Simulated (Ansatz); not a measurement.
# SnS2: one crystal by all-electron and frozen-core methods, part 2 of 2

The same cell of SnS2 is computed with full-potential LAPW, PAW with frozen cores and all-electron PAW on datasets made for the crystal, to set the results side by side.

Ansatz 0.2.0; DFT PBE; a database cell (COD). «Crystal datasets» are all-electron PAW datasets made for this crystal. The steps go on from the part before.

### Step 3. PAW with frozen cores

input.yaml reads:

```yaml
crystal:
  lattice:
    - [3.5983003419, 0.0, 0.0]
    - [-1.7991501709, 3.1162195065, 0.0]
    - [0.0, 0.0, 5.494]
  atoms:
    - { symbol: Sn, position: [0.0, 0.0, 0.0] }
    - { symbol: S, position: [0.6666666667, 0.3333333333, 0.2639] }
    - { symbol: S, position: [0.3333333333, 0.6666666667, 0.7361] }
kpoints:
  mp_grid: { grid: [10, 10, 6] }
  band_path:
    path:
      - [0.0, 0.0, 0.0]
      - [0.5, 0.0, 0.0]
      - [0.3333333333, 0.3333333333, 0.0]
      - [0.0, 0.0, 0.0]
      - [0.0, 0.0, 0.5]
      - [0.5, 0.0, 0.5]
      - [0.3333333333, 0.3333333333, 0.5]
      - [0.0, 0.0, 0.5]
      - [0.5, 0.0, 0.5]
    npoints: 8
scf:
  occupations: { method: fermi_dirac, width: 0.01 }
hamiltonian:
  xc: pbe
  pseudopotentials: { kind: paw }
output:
  forces: true
  stress: true
  eigenvalues: true
  efg: { contact_densities: true }
  populations: true
  bader: true
  dos: { projected: true, de: 0.2, e_range: [-14, 8] }
  write_density: true
  write_potential: true
  elf: true
  volumetric_format: npy
```

Command:

```
$ ansatz run input.yaml --threads 1 --pin off --max-ram 3072MiB --backend cpu --events-out ev --progress --plain --runs-dir out
```

Standard output:

```text
Sn: output.efg is read without spin–orbit coupling, which moves field gradients at and beside such atoms by some per cent and up to a factor of two; PAW files take it under magnetization.noncollinear and magnetization.spin_orbit
Engine: ansatz 0.2.0
Pseudopotentials: kind: paw
Pseudopotential: Sn, paw, valence charge 14, recommended cutoff 420 eV (normal)
Pseudopotential: S, paw, valence charge 6, recommended cutoff 420 eV (normal)
Functional definition: PBE
  parameter kappa = 0.804
  parameter beta = 0.06672455060314922
  exchange = pbe_x(kappa = kappa, mu = beta*pi^2/3)
  correlation = pbe_c(beta = beta)
Crystal: 3 atoms, lattice volume = 61.605 Å³
Basis set: ecut = 420 eV, 1183 PW (Γ), exchange–correlation on 50×50×80 points (8 copies of the dense FFT grid, shifted against one another)
Bands: 17, of which v1, the nominal top of the filled ones, is band 13 counted from 1 (12 counted from 0)
Symmetry: 12 space group operations
Space group: P-3m1 (ITA 164), of the structure as read, at distance tolerance 3.9e-5 Å
k-points: 72 of 600
Non-local potential: Sn, projectors of the file, l = 0: 2, l = 1: 2, l = 2: 2, l = 3: 2
Non-local potential: S, projectors of the file, l = 0: 2, l = 1: 2, l = 2: 2
PAW form: soft (Blöchl's): semilocal exchange-correlation on the pseudo side does not see the compensation charge
PAW one-centre angular grid: Sn, 590 points (default); XC on 64 Gauss nodes
PAW one-centre angular grid: S, 110 points (default); XC on 64 Gauss nodes
Initial density: superposition of atomic densities (neutral atoms: chi_scale 0, normalization atom), corrected by the library's trained network
Initial wavefunctions: pseudopotential atomic-orbital guess
Functional: x = pbe(κ = 0.804, μ = 0.2195149727645171), c = pbe(β = 0.06672455060314922)
SCF iter   1: F=—  HF=-7829.226171 eV  |F-HF|=—  |Δ(HF+E_count)|=         —  Δρ=1.29e-3  dr2=9.27e-4  ethr=1.77e-3  ⟨swp⟩=6.5  Hψ=7359  notcnv=0
preconditioner: auto → Resta (q_TF=auto, 2.363 Å⁻¹)  ε∞=3.2  [insulator: Δε(μ)=1.096 eV  Ē_g=16.328 eV  σ=0.010 eV  W_gap=1.00  n_scr=22 (ndim 8)  ℏωp=24.1 eV  f_vac=0.008  D(μ)=0.00/eV (n_scr^D=0)  ε∞_Penn≈3.2]
SCF iter   2: F=—  HF=-7829.225025 eV  |F-HF|=—  |Δ(HF+E_count)|=   1.15e-3  Δρ=7.34e-4  dr2=3.35e-4  ethr=3.57e-6  ⟨swp⟩=2.0  Hψ=3028  notcnv=0
SCF iter   3: F=—  HF=-7829.225094 eV  |F-HF|=—  |Δ(HF+E_count)|=   6.88e-5  Δρ=2.82e-4  dr2=2.86e-5  ethr=1.29e-6  ⟨swp⟩=2.0  Hψ=2448  notcnv=0
SCF iter   4: F=—  HF=-7829.225095 eV  |F-HF|=—  |Δ(HF+E_count)|=   5.26e-7  Δρ=1.27e-4  dr2=5.73e-6  ethr=1.10e-7  ⟨swp⟩=2.5  Hψ=2007  notcnv=0
SCF iter   5: F=—  HF=-7829.225095 eV  |F-HF|=—  |Δ(HF+E_count)|=   1.95e-7  Δρ=1.58e-5  dr2=1.14e-7  ethr=2.20e-8  ⟨swp⟩=2.0  Hψ=2083  notcnv=0
SCF iter   6: F=-7829.225095 eV  HF=-7829.225095 eV  |F-HF|=2.36e-9  |Δ(HF+E_count)|=   8.02e-8  Δρ=3.27e-6  dr2=8.08e-9  ethr=3.85e-10  ⟨swp⟩=9.7  Hψ=9283  notcnv=0
SCF 1 converged in 6 iterations: F = -7829.225095 eV  dr2 = 8.08e-9
NSCF: frozen V_eff on 65 k-points
SCF converged after 6 iterations
Free energy (F): -7829.225095 eV
Harris-Foulkes:  -7829.225095 eV  (|F-HF|=2.36e-9)
Internal energy: -7829.225095 eV  (E = F + TS)
E sigma→0 (E₀):  -7829.225095 eV
Fermi energy:    8.809082 eV
--- Per-component energies (eV) ---
  E_band       = -86.354105
  E_kinetic    = 404.334990
  E_local      = -1395.107894  (includes V_loc(G=0)·N_el)
  E_nonlocal   = 27.422244
  E_hartree    = 761.673340
  E_xc         = -576.278065
  E_vxc        = -270.909169  (∫ρ·V_xc dr)
  E_paw        = -5343.645351  (= ΣΔE_a)
  E_vpaw       = -375.440969  (= ΣTr[D̂ρ^β])
  E_aug_tail   = 0.000003  (compensation charges beyond the density's cutoff)
  E_ewald      = -1707.624361
  E_smearing   = -0.000000  (= −TS)
  E_closure    = 0.000000  (closes the sum)
  Σ components = -7829.225095   (vs F -7829.225095, Δ=0.00e0)
--- Forces (eV/Å), atoms counted from 1 ---
  atom   1  Sn     0.00000000     0.00000000     0.00000000
  atom   2  S     -0.00000000     0.00000000     0.45408331
  atom   3  S      0.00000000    -0.00000000    -0.45408331
  max |Σ_I F_I| component: 5.55e-17 eV/Å
--- Stress (GPa, compression-positive) ---
        9.141197       0.000000      -0.000000
        0.000000       9.141197       0.000000
       -0.000000       0.000000       9.366817
  P = ⅓ Tr σ = 9.2164 GPa (92.164 kbar)
--- PAW observables at the nuclei: V_zz in 10²¹ V/m², potentials from the cell's mean, atoms counted from 1 ---
  atom   1  Sn V_zz =    +1.062143   η = 0.0000   by run symmetry: allowed
            electrostatic potential = -8171.275753 V   contact ρ = 1236305.076393 e/Å³
  atom   2  S  V_zz =    -4.372185   η = 0.0000   by run symmetry: allowed
            electrostatic potential = -1635.782774 V   contact ρ = 19771.633495 e/Å³
  atom   3  S  V_zz =    -4.372185   η = 0.0000   by run symmetry: allowed
            electrostatic potential = -1635.782774 V   contact ρ = 19771.633495 e/Å³
--- Band table (eV; the first three rows and the last of 72) ---
  k-point 0: bands = ["-13.0929", "-13.0929", "-13.0409", "-13.0080", "-13.0080", "-6.3690", "-3.9265", "1.8471", "7.2027", "7.2027", "7.3907", "7.3907", "8.2644", "10.0671", "11.5038", "13.4717", "13.4717"]
  k-point 1: bands = ["-13.0929", "-13.0929", "-13.0408", "-13.0080", "-13.0080", "-6.3023", "-4.0960", "2.1832", "7.1320", "7.1320", "7.4868", "7.4868", "7.5542", "10.5633", "11.5540", "13.3419", "13.3419"]
  k-point 2: bands = ["-13.0929", "-13.0929", "-13.0405", "-13.0080", "-13.0080", "-6.1408", "-4.4430", "3.0008", "6.3477", "7.0550", "7.0550", "7.6162", "7.6162", "11.1887", "11.6529", "13.1040", "13.1040"]
  k-point 71: bands = ["-13.1385", "-13.1062", "-13.0180", "-13.0014", "-12.9763", "-3.7431", "-3.4902", "0.6639", "3.2500", "3.5080", "4.1536", "7.7103", "7.7538", "11.2933", "13.2114", "13.3968", "14.9508"]
--- Löwdin populations: 3 sites ---
  site symbol       q [e]
     0     Sn     13.2025
     1      S      6.3209
     2      S      6.3209
  spilling = 0.005991 (of n_electrons = 26.000000)
--- Bader charges: 3 sites ---
  site symbol  charge [e]  shift [e]
     0     Sn      1.5880     0.0002
     1      S     -0.7940     0.0001
     2      S     -0.7940     0.0001
  estimated error of the sums over rays = 7.6e-4 e
```

Wall time 28 s (1 thread, shared host).

In short: pressure 9.22 GPa; gap 1.09 eV; largest force 0.454 eV/Å; Vzz Sn1 1.06 (η = 0.00), S2 -4.37 (η = 0.00) (10²¹ V/m²).

| atom | Bader charge (e) | basin volume (Å³) |
| --- | --- | --- |
| Sn1 | +1.59 | 14.18 |
| S2 | -0.79 | 23.71 |

Density in a lattice plane of the grid's cell (edges 3.60 and 5.49 Å, at 0.000 of the third edge), which holds Sn.

Ten even steps from ' ' (0.01 e/Å³) to '@' (16.84 e/Å³):
```
**++::..                  ..::++
::::..                      ..::
                                
                                
                                
                                
                                
                                
                                
                                
                                
                                
                                
                                
                                
                                
                                
::::..                      ..::
**++::..                  ..::++
@@##--..                  ..--##
```
Columns run along the first of these edges and rows up along the second, over one cell in 16 and 20 even steps from the bottom left corner. Atoms in the plane (fractional): Sn at (0.00, 0.00).

ELF in the same plane.

Ten even steps from ' ' (0.00) to '@' (0.76):
```
    ..::------::::::------::..  
....::----====++++++====----::..
--------==++##########++==------
::::----++##%%@@@@@@%%##++----::
::::::==**%%@@@@@@@@@@%%**==::::
......--++##@@@@@@@@@@##++--....
      ::==**%%@@@@@@%%**==::    
      ..::==++**##**++==::..    
          ..::::::::::..        
                                
          ..::::::::::..        
      ..::==++**##**++==::..    
      ::==**%%@@@@@@%%**==::    
......--++##@@@@@@@@@@##++--....
::::::==**%%@@@@@@@@@@%%**==::::
::::----++##%%@@@@@@%%##++----::
--------==++##########++==------
....::----====++++++====----::..
    ..::------::::::------::..  
      ::--::::......::::--::    
```
Columns run along the first of these edges and rows up along the second, over one cell in 16 and 20 even steps from the bottom left corner. Atoms in the plane (fractional): Sn at (0.00, 0.00).

Both are smooth fields of the valence electrons: close to the nuclei they are not physical.

The highest ELF values outside the cores: 0.93 beside S, off the lines to its neighbours, 0.9 Å from S; 0.87 on the S–Sn line, 0.8 Å from S.

### Step 4. All-electron PAW on datasets made for the crystal

Changes to input.yaml since step 3:

```diff
@@ -27,3 +27,3 @@
   xc: pbe
-  pseudopotentials: { kind: paw }
+  pseudopotentials: { kind: all_electron, datasets: crystal }
 output:
@@ -33,8 +33 @@
   efg: { contact_densities: true }
-  populations: true
-  bader: true
-  dos: { projected: true, de: 0.2, e_range: [-14, 8] }
-  write_density: true
-  write_potential: true
-  elf: true
-  volumetric_format: npy
```

Command:

```
$ ansatz run input.yaml --threads 1 --pin off --max-ram 3072MiB --backend cpu --events-out ev --progress --plain --runs-dir out
```

Standard output (excerpt; [...] marks lines left out):

```text
[...]
Sn: output.efg is read without spin–orbit coupling, which moves field gradients at and beside such atoms by some per cent and up to a factor of two; PAW files take it under magnetization.noncollinear and magnetization.spin_orbit
[...]
[... 1 set-up line as earlier in the session ...]
Pseudopotential: Sn, paw, valence charge 22, recommended cutoff 260 eV (normal), Koelling and Harmon's equation, gaussian nucleus
Pseudopotential: S, paw, valence charge 6, recommended cutoff 260 eV (normal), Koelling and Harmon's equation, gaussian nucleus
[... 1 set-up line as earlier in the session ...]
[...]
Crystal: 3 atoms, lattice volume = 61.605 Å³
Basis set: ecut = 260 eV, 591 PW (Γ), exchange–correlation on 40×40×60 points (8 copies of the dense FFT grid, shifted against one another)
Bands: 17, of which v1, the nominal top of the filled ones, is band 13 counted from 1 (12 counted from 0)
[... 1 set-up line as earlier in the session ...]
[...]
        9.122305       0.000000      -0.000000
        0.000000       9.122305       0.000000
        0.000000       0.000000       9.351668
  P = ⅓ Tr σ = 9.1988 GPa (91.988 kbar)
  It holds what live shells' own plane waves past their cutoff add
--- PAW observables at the nuclei: V_zz in 10²¹ V/m², potentials from the cell's mean, atoms counted from 1 ---
  atom   1  Sn V_zz =    +1.080898   η = 0.0000   by run symmetry: allowed
            electrostatic potential = -8171.055336 V   contact ρ = 1236217.114854 e/Å³
  atom   2  S  V_zz =    -4.368433   η = 0.0000   by run symmetry: allowed
            electrostatic potential = -1635.630862 V   contact ρ = 19789.718608 e/Å³
  atom   3  S  V_zz =    -4.368433   η = 0.0000   by run symmetry: allowed
            electrostatic potential = -1635.630862 V   contact ρ = 19789.718608 e/Å³
--- Band table (eV; the first three rows and the last of 72) ---
  k-point 0: bands = ["-11.2526", "-11.2526", "-11.2015", "-11.1683", "-11.1683", "-4.5100", "-2.0686", "3.7005", "9.0596", "9.0596", "9.2472", "9.2472", "10.1167", "11.9286", "13.3619"]
[...]
```

Run time: 25 s. Hardware: 1 thread, shared host.

Read from it: pressure 9.20 GPa; gap 1.10 eV; largest force 0.452 eV/Å; Vzz Sn1 1.08 (η = 0.00), S2 -4.37 (η = 0.00) (10²¹ V/m²).

| atom | contact density (e/Å³) |
| --- | --- |
| Sn1 | 1236217 |
| S2 | 19789.72 |

### Step 5. Side by side

Highest filled and lowest empty level at the labelled points (eV from each run's valence-band top):

| point | LAPW top | LAPW bottom | PAW top | PAW bottom | crystal datasets top | crystal datasets bottom |
| --- | --- | --- | --- | --- | --- | --- |
| Γ | 0.00 | 1.81 | 0.00 | 1.80 | 0.00 | 1.81 |
| M | -0.58 | 1.61 | -0.59 | 1.60 | -0.58 | 1.61 |
| K | -2.21 | 1.46 | -2.21 | 1.46 | -2.21 | 1.46 |
| Γ | 0.00 | 1.81 | 0.00 | 1.80 | 0.00 | 1.81 |
| A | -0.59 | 3.19 | -0.60 | 3.18 | -0.59 | 3.19 |
| L | -1.24 | 1.39 | -1.24 | 1.38 | -1.24 | 1.39 |
| H | -0.49 | 3.13 | -0.49 | 3.13 | -0.49 | 3.13 |
| A | -0.59 | 3.19 | -0.60 | 3.18 | -0.59 | 3.19 |
| L | -1.24 | 1.39 | -1.24 | 1.38 | -1.24 | 1.39 |

| method | pressure (GPa) | gap (eV) | largest force (eV/Å) | Vzz Sn1 (10²¹ V/m²) | Vzz S2 (10²¹ V/m²) | SCF cycles, all passes |
| --- | --- | --- | --- | --- | --- | --- |
| LAPW | 9.20 | 1.10 | 0.452 | – | – | 8 |
| PAW | 9.22 | 1.09 | 0.454 | 1.06 | -4.37 | 6 |
| crystal datasets | 9.20 | 1.10 | 0.452 | 1.08 | -4.37 | 9 |

### Step 6. Outcome

The summary covers parts 1 to 2.

```
           quantity                                               value
           pressure      LAPW 9.20, PAW 9.22, crystal datasets 9.20 GPa
         gap (LAPW)                                             1.10 eV
      largest force  LAPW 0.452, PAW 0.454, crystal datasets 0.452 eV/Å
Bader charges (PAW)                               Sn1 +1.59, S2 -0.79 e
  highest ELF (PAW)                                 0.93, 0.90 Å from S
```

What this shows: At this geometry the cell is under compression of 9.2 GPa, so it would expand if let go. The gap is 1.10 eV. It is the Kohn-Sham gap of a semilocal functional, which mostly lies below the gap found in experiment. S 3p states make 96 % of the projected weight in the top eV of the valence band. The projection holds only the free atom's occupied shells (Sn 5s, Sn 5p, S 3s, S 3p in this range). The field gradient at S2, the largest by crystal datasets, is -4.37 by PAW and -4.37 by crystal datasets (10²¹ V/m²), within 5 %. Spin–orbit coupling is left out, which moves gradients at and beside heavy atoms by some per cent and at worst by a factor of two. In pressure, PAW differs from LAPW by +0.01 GPa and less than 0.01 eV in the gap. The forces differ by at most 2 meV/Å in a component, on a largest force of 0.452 eV/Å. LAPW took about 1.6 times as long as PAW (45 s against 28 s, on a shared host and with the outputs that each input asks for).
